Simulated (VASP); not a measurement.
# Ni2H (P-3m1) in VASP: further runs

The runs below take Ni2H through single point, with r2SCAN.

Everything below comes from runs of VASP 6.6.1. Logs are shortened: lines on timing, memory, paths and dates and some standing lists are left out, and cuts for length are marked.

## (1) Starting point

It takes space group P-3m1 (No. 164, trigonal). Conventional cell: a = 2.643 Å, b = 2.643 Å, c = 4.308 Å, α = 90.00°, β = 90.00°, γ = 120.00°. Ni (site symmetry 3m) has 3 H at 1.83 Å as nearest neighbours. H (site symmetry -3m) is surrounded by 6 Ni at 1.83 Å.

## (2) Single point, r2SCAN, collinear spin, ferromagnetic start

Contents of INCAR:

```
SYSTEM = Ni2H
ADDGRID  = .FALSE.      
ALGO     = Normal         ! electronic algorithm
EDIFF    = 1E-6           ! SCF threshold, eV
ENCUT    = 520            ! plane-wave cutoff, eV
ISIF     = 2              ! what is computed and relaxed
ISMEAR   = 0              ! smearing method
ISPIN    = 2              ! spin polarisation
LASPH    = .TRUE.         ! aspherical terms in the spheres
LCHARG   = .FALSE.        ! write CHGCAR
LMAXMIX  = 4              ! l up to which the mixer works
LMIXTAU  = .TRUE.       
LORBIT   = 11             ! projections on sites
LREAL    = .FALSE.        ! projectors in reciprocal space
LWAVE    = .FALSE.        ! write WAVECAR
MAGMOM   = 1 1 0          ! initial moments
METAGGA  = R2SCAN         ! meta-GGA
NBANDS   = 22             ! bands
NELM     = 100            ! most SCF steps
PREC     = Accurate       ! precision mode
SIGMA    = 0.05           ! smearing width, eV
```

Contents of KPOINTS:

```
k-points
0
G
  7 7 4
  0 0 0
```

Contents of POSCAR:

```
Ni2H
1.0
    2.6430000000      0.0000000000      0.0000000000
   -1.3215000000      2.2889051422      0.0000000000
    0.0000000000      0.0000000000      4.3080000000
Ni H
2 1
Direct
    0.6666666667      0.3333333333      0.7670000000
    0.3333333333      0.6666666667      0.2330000000
    0.0000000000      0.0000000000      0.0000000000
```

Potentials or basis: VASP PAW PBE potentials, release 64 (Ni, H_s).

Command:

```
$ cat potpaw_PBE.64/Ni/POTCAR potpaw_PBE.64/H_s/POTCAR > POTCAR
$ mpirun -np 1 vasp_std > vasp.out
```

OUTCAR:

```text
SYSTEM = Ni2H
   EDIFF = 1E-6
   ENCUT = 520
   ISIF = 2
   ISMEAR = 0
   ISPIN = 2
   LASPH = .TRUE.
   LORBIT = 11
   LREAL = .FALSE.
   METAGGA = R2SCAN
   NELM = 100
   PREC = Accurate

 Found     28 irreducible k-points:

 Following reciprocal coordinates:
            Coordinates               Weight
  0.000000  0.000000  0.000000      1.000000
  0.142857  0.000000  0.000000      6.000000
  0.285714  0.000000  0.000000      6.000000
  0.428571  0.000000  0.000000      6.000000
  0.142857  0.142857  0.000000      6.000000
  0.285714  0.142857  0.000000     12.000000
   k-points           NKPTS =     28   k-points in BZ     NKDIM =     28   number of bands    NBANDS=     22
   number of dos      NEDOS =    301   number of ions     NIONS =      3
   total plane-waves  NPLWV =  12800
   dimension x,y,z NGX =    20 NGY =   20 NGZ =   32
   dimension x,y,z NGXF=    40 NGYF=   40 NGZF=   64
   ions per type =               2   1
   NGX,Y,Z   is equivalent  to a cutoff of  12.58, 12.58, 12.35 a.u.
   NGXF,Y,Z  is equivalent  to a cutoff of  25.16, 25.16, 24.70 a.u.
 SYSTEM =  Ni2H
   PREC   = accura    normal or accurate (medium, high low for compatibility)
   ISTART =      0    job   : 0-new  1-cont  2-samecut
   ICHARG =      2    charge: 1-file 2-atom 10-const
   ISPIN  =      2    spin polarized calculation?
   LNONCOLLINEAR =      F non collinear calculations
   LSORBIT =      F    spin-orbit coupling
   LASPH  =      T    aspherical Exc in radial PAW
   ENCUT  =  520.0 eV  38.22 Ry    6.18 a.u.   4.91  4.91  8.01*2*pi/ulx,y,z
   NELM   =    100;   NELMIN=  2; NELMDL= -5     # of ELM steps
   EDIFF  = 0.1E-05   stopping-criterion for ELM
   LREAL  =      F    real-space projection
   EDIFFG = 0.1E-04   stopping-criterion for IOM
   NSW    =      0    number of steps for IOM
   IBRION =     -1    ionic relax: 0-MD 1-quasi-New 2-CG
   NFREE  =      0    steps in history (QN), initial steepest desc. (CG)
   ISIF   =      2    stress and relaxation
   ISYM   =      2    0-nonsym 1-usesym 2-fastsym
   POTIM  = 0.5000    time-step for ionic-motion
   TEBEG  =    0.0;   TEEND  =   0.0 temperature during run
   PSTRESS=    0.0 pullay stress
   NELECT =      21.0000    total number of electrons
   NUPDOWN=      -1.0000    fix difference up-down
   EMIN   =  10.00;   EMAX   =-10.00  energy-range for DOS
   EFERMI =   0.00;   METHOD = LEGACY
   ISMEAR =     0;   SIGMA  =   0.05  broadening in eV -4-tet -1-fermi 0-gaus
   EFERMI_NEDOS =   21; number of points for ismear=-14 and -15
   IALGO  =     38    algorithm
   IMIX   =      4    mixing-type and parameters
     AMIX     =   0.40;   BMIX     =  1.00
     AMIX_MAG =   1.60;   BMIX_MAG =  1.00
  volume/ion in A,a.u.               =       8.69        58.62
  Fermi-wavevector in a.u.,A,eV,Ry     =   1.523401  2.878811 31.575750  2.320752
  Thomas-Fermi vector in A             =   2.631850
   LORBIT       =     11    0 simple, 1 ext, 2 COOP (PROOUT), +10 PAW based schemes
   METAGGA = R2SCAN    functional components
   LHFCALC =     F    Hartree Fock is set to
   AEXX    =    0.0000 exact exchange contribution
   IVDW    =     0    specifies the selected vdW correction
   LEPSILON=     F    determine dielectric tensor
   LRPA    =     F    only Hartree local field effects (RPA)
 spin polarized calculation
 Gauss-broadening in eV      SIGMA  =   0.05
  energy-cutoff  :      520.00
  volume of cell :       26.06
 maximum number of plane-waves:       714
   NGX =  9   NGY =  9   NGZ = 17

 number of electron      20.9999989 magnetization       0.8571275

 Free energy of the ion-electron system (eV)
  ---------------------------------------------------
  ext. energy  EPLUGINS =         0.00000000
  ---------------------------------------------------
  free energy    TOTEN  =       -26.94757161 eV

  energy without entropy =      -26.94167310  energy(sigma->0) =      -26.94462235

 E-fermi :   7.7542     XC(G=0): -13.6016

 val. band max:        7.7475813960   @ k =   0.4286   0.0000   0.5000
 cond. band min:       7.7561661465   @ k =   0.2857   0.2857   0.5000
 fundamental gap:      0.0085847505
 Fermi energy:         7.7542160876

 spin component 1

 k-point     1 :       0.0000    0.0000    0.0000
  band No.  band energies     occupation
      1      -3.5281      1.00000
      2       3.1755      1.00000
      3       5.2916      1.00000
      4       5.4917      1.00000
      5       5.4918      1.00000
      6       5.6744      1.00000
[... 14 lines left out ...]
     21      33.1519      0.00000
     22      35.7698      0.00000

 k-point     2 :       0.1429    0.0000    0.0000
  band No.  band energies     occupation
      1      -2.9883      1.00000
      2       3.5509      1.00000
      3       4.5328      1.00000
      4       5.3753      1.00000
      5       5.6161      1.00000
      6       5.6966      1.00000
[... 14 lines left out ...]
     21      33.3425      0.00000
     22      33.5956      0.00000

 k-point     3 :       0.2857    0.0000    0.0000
  band No.  band energies     occupation
      1      -1.5670      1.00000
      2       3.8024      1.00000
      3       4.1607      1.00000
      4       5.0689      1.00000
      5       5.4809      1.00000
      6       5.6484      1.00000
[... 14 lines left out ...]
     21      32.6793      0.00000
     22      33.7959      0.00000

 k-point     4 :       0.4286    0.0000    0.0000
  band No.  band energies     occupation
      1      -0.1047      1.00000
      2       3.4711      1.00000
      3       4.0787      1.00000
      4       5.1453      1.00000
      5       5.4739      1.00000
      6       5.5907      1.00000
[... 14 lines left out ...]
     21      32.0615      0.00000
     22      34.6668      0.00000

 k-point     5 :       0.1429    0.1429    0.0000
  band No.  band energies     occupation
      1      -2.0020      1.00000
      2       4.0281      1.00000
      3       4.0930      1.00000
      4       5.0204      1.00000
      5       5.3953      1.00000
      6       5.7317      1.00000
[... 14 lines left out ...]
     21      32.7778      0.00000
     22      34.0321      0.00000

 k-point     6 :       0.2857    0.1429    0.0000
  band No.  band energies     occupation
      1      -0.5153      1.00000
      2       3.7390      1.00000
      3       4.3102      1.00000
      4       4.8654      1.00000
      5       5.4044      1.00000
      6       5.6100      1.00000
[... 14 lines left out ...]
     21      35.6251      0.00000
     22      36.4086      0.00000

 [... further k-points ...]

 spin component 2

 k-point     1 :       0.0000    0.0000    0.0000
  band No.  band energies     occupation
      1      -3.6373      1.00000
      2       3.6176      1.00000
      3       5.2951      1.00000
      4       6.1084      1.00000
      5       6.1085      1.00000
      6       6.3830      1.00000
[... 14 lines left out ...]
     21      33.1699      0.00000
     22      35.7988      0.00000

 k-point     2 :       0.1429    0.0000    0.0000
  band No.  band energies     occupation
      1      -3.0913      1.00000
      2       4.0346      1.00000
      3       4.6924      1.00000
      4       5.9540      1.00000
      5       6.2342      1.00000
      6       6.2651      1.00000
[... 14 lines left out ...]
     21      33.4091      0.00000
     22      33.7143      0.00000

 k-point     3 :       0.2857    0.0000    0.0000
  band No.  band energies     occupation
      1      -1.6405      1.00000
      2       4.0558      1.00000
      3       4.7044      1.00000
      4       5.5710      1.00000
      5       6.0966      1.00000
      6       6.1349      1.00000
[... 14 lines left out ...]
     21      32.7325      0.00000
     22      33.8486      0.00000

 k-point     4 :       0.4286    0.0000    0.0000
  band No.  band energies     occupation
      1      -0.0964      1.00000
      2       3.7379      1.00000
      3       4.6087      1.00000
      4       5.5185      1.00000
      5       5.9053      1.00000
      6       6.0419      1.00000
[... 14 lines left out ...]
     21      32.1234      0.00000
     22      34.7536      0.00000

 k-point     5 :       0.1429    0.1429    0.0000
  band No.  band energies     occupation
      1      -2.0877      1.00000
      2       4.2464      1.00000
      3       4.6479      1.00000
      4       5.5445      1.00000
      5       5.9323      1.00000
      6       6.2392      1.00000
[... 14 lines left out ...]
     21      32.8561      0.00000
     22      34.0903      0.00000

 k-point     6 :       0.2857    0.1429    0.0000
  band No.  band energies     occupation
      1      -0.5418      1.00000
      2       4.0091      1.00000
      3       4.8574      1.00000
      4       5.3127      1.00000
      5       5.8263      1.00000
      6       6.1696      1.00000
[... 14 lines left out ...]
     21      35.6411      0.00000
     22      36.4677      0.00000

 [... further k-points ...]

------------------------ aborting loop because EDIFF is reached ----------------------------------------

  FORCE on cell =-STRESS in cart. coord.  units (eV):
  Direction    XX          YY          ZZ          XY          YZ          ZX
  --------------------------------------------------------------------------------------
  -------------------------------------------------------------------------------------
  Total       -2.5611728     -2.5611728     -2.1485399      0.0000000      0.0000000      0.0000000
  in kB     -157.4522284   -157.4522284   -132.0849569      0.0000000      0.0000000      0.0000000
  external PRESSURE =    -148.9964712 kB  Pullay stress =       0.0000000 kB

 VOLUME and BASIS-vectors are now :
 -----------------------------------------------------------------------------
  energy-cutoff  :      520.00
  volume of cell :       26.06
      direct lattice vectors                 reciprocal lattice vectors
     2.643000000  0.000000000  0.000000000     0.378357927  0.218445051  0.000000000
    -1.321500000  2.288905142  0.000000000     0.000000000  0.436890102  0.000000000
     0.000000000  0.000000000  4.308000000     0.000000000  0.000000000  0.232126277

 POSITION                                       TOTAL-FORCE (eV/Angst)
 -----------------------------------------------------------------------------------
      1.32150      0.76297      3.30424        -0.000000      0.000000     -1.092719
     -0.00000      1.52594      1.00376         0.000000     -0.000000      1.092719
      0.00000      0.00000      0.00000         0.000000      0.000000      0.000000
 -----------------------------------------------------------------------------------
    total drift:                               -0.000000      0.000000     -0.000000

  FREE ENERGIE OF THE ION-ELECTRON SYSTEM (eV)
  ---------------------------------------------------
  free  energy   TOTEN  =       -26.9475716087 eV

  energy  without entropy=      -26.9416731004  energy(sigma->0) =      -26.94462235

 total charge

# of ion       s       p       d       tot
------------------------------------------
    1        0.421   0.456   8.396   9.273
    2        0.421   0.456   8.396   9.273
    3        0.697   0.084   0.000   0.782
--------------------------------------------------
tot          1.540   0.997  16.792  19.328

 magnetization (x)

# of ion       s       p       d       tot
------------------------------------------
    1       -0.005  -0.017   0.476   0.454
    2       -0.005  -0.017   0.476   0.454
    3       -0.002  -0.005   0.000  -0.007
--------------------------------------------------
tot         -0.012  -0.039   0.952   0.902
```

It took 3.5 min on 1 thread of Intel Xeon Platinum 8175M at 2.50GHz (Skylake/Cascade Lake), shared host; peak memory 0.17 GiB.

The run converged, but some of its settings lie outside the range that counts as converged, so its numbers aren't taken as properties of the crystal.

What came out:

```yaml
Free_energy: -26.9476 eV
Pressure: -14.9 GPa
Largest_force: 1.093 eV/Å
Band_gap_on_the_k_mesh: none (metal or under the smearing width)
Net_moment: 0.86 μB per cell
Site_moments: Ni +0.45; H -0.01 μB
Valence_electrons_inside_the_program's_atomic_spheres: Ni 9.27; H 0.78
```

Caveat: the k mesh is coarse (spacing up to 0.39 Å⁻¹), so the values aren't converged; the PAW data sets were made with another functional, which shifts forces and pressure a little.

## (3) Single point, r2SCAN, collinear spin, ferromagnetic start

INCAR, as its differences from that of step 2:

```diff
@@ -19,3 +19,3 @@
 NELM     = 100            ! most SCF steps
-PREC     = Accurate       ! precision mode
+PREC     = Low            ! precision mode
 SIGMA    = 0.05           ! smearing width, eV
```

KPOINTS is that of step 2.

POSCAR is that of step 2.

Potentials or basis: VASP PAW PBE potentials, release 64 (Ni, H_s).

Command:

```
$ cat potpaw_PBE.64/Ni/POTCAR potpaw_PBE.64/H_s/POTCAR > POTCAR
$ mpirun -np 1 vasp_std > vasp.out
```

Wall time 1.9 min (1 thread of Intel Xeon Platinum 8175M at 2.50GHz (Skylake/Cascade Lake), shared host); peak memory 0.13 GiB.

The run converged, but some of its settings lie outside the range that counts as converged, so its numbers aren't taken as properties of the crystal.

What came out:

```
Free energy                                           : -26.9564 eV
Pressure                                              : -14.7 GPa
Largest force                                         : 1.131 eV/Å
Band gap on the k mesh                                : none (metal or under the smearing width)
Net moment                                            : 0.86 μB per cell
Site moments                                          : Ni +0.45; H -0.01 μB
Valence electrons inside the program's atomic spheres : Ni 9.27; H 0.78
```

Caveat: the k mesh is coarse (spacing up to 0.39 Å⁻¹), so the values aren't converged; the PAW data sets were made with another functional, which shifts forces and pressure a little.

## (4) Single point, r2SCAN, collinear spin, ferromagnetic start

INCAR, as its differences from that of step 3:

```diff
@@ -19,3 +19,3 @@
 NELM     = 100            ! most SCF steps
-PREC     = Low            ! precision mode
+PREC     = Normal         ! precision mode
 SIGMA    = 0.05           ! smearing width, eV
```

KPOINTS is that of step 3.

POSCAR is that of step 3.

Command:

```
$ cat potpaw_PBE.64/Ni/POTCAR potpaw_PBE.64/H_s/POTCAR > POTCAR
$ mpirun -np 1 vasp_std > vasp.out
```

Run time: 86 s. Hardware: 1 thread of Intel Xeon Platinum 8175M at 2.50GHz (Skylake/Cascade Lake), shared host; peak memory 0.15 GiB.

These settings aren't checked as converged: the numbers below hold their error.

What came out:

| Property | Result |
| --- | --- |
| Free energy | -26.9473 eV |
| Pressure | -14.9 GPa |
| Largest force | 1.094 eV/Å |
| Band gap on the k mesh | none (metal or under the smearing width) |
| Net moment | 0.86 μB per cell |
| Site moments | Ni +0.45; H -0.01 μB |
| Valence electrons inside the program's atomic spheres | Ni 9.27; H 0.78 |

Caveat: the k mesh is coarse (spacing up to 0.39 Å⁻¹), so the values aren't converged; the PAW data sets were made with another functional, which shifts forces and pressure a little.

## (5) Single point, r2SCAN, collinear spin, ferromagnetic start

INCAR, as its differences from that of step 4:

```diff
@@ -13,3 +13,3 @@
 LORBIT   = 11             ! projections on sites
-LREAL    = .FALSE.        ! projectors in reciprocal space
+LREAL    = Auto         
 LWAVE    = .FALSE.        ! write WAVECAR
@@ -19,3 +19,3 @@
 NELM     = 100            ! most SCF steps
-PREC     = Normal         ! precision mode
+PREC     = Accurate       ! precision mode
 SIGMA    = 0.05           ! smearing width, eV
```

KPOINTS is that of step 4.

POSCAR is that of step 4.

Command:

```
$ cat potpaw_PBE.64/Ni/POTCAR potpaw_PBE.64/H_s/POTCAR > POTCAR
$ mpirun -np 1 vasp_std > vasp.out
```

Run time: 4.2 min. Hardware: 1 thread of Intel Xeon Platinum 8175M at 2.50GHz (Skylake/Cascade Lake), shared host; peak memory 0.17 GiB.

These settings aren't checked as converged: the numbers below hold their error.

What came out:

| Item | Value |
| --- | --- |
| Free energy | -26.9476 eV |
| Pressure | -14.9 GPa |
| Largest force | 1.092 eV/Å |
| Band gap on the k mesh | none (metal or under the smearing width) |
| Net moment | 0.86 μB per cell |
| Site moments | Ni +0.45; H -0.01 μB |
| Valence electrons inside the program's atomic spheres | Ni 9.27; H 0.78 |

Caveat: the k mesh is coarse (spacing up to 0.39 Å⁻¹), so the values aren't converged; the PAW data sets were made with another functional, which shifts forces and pressure a little.
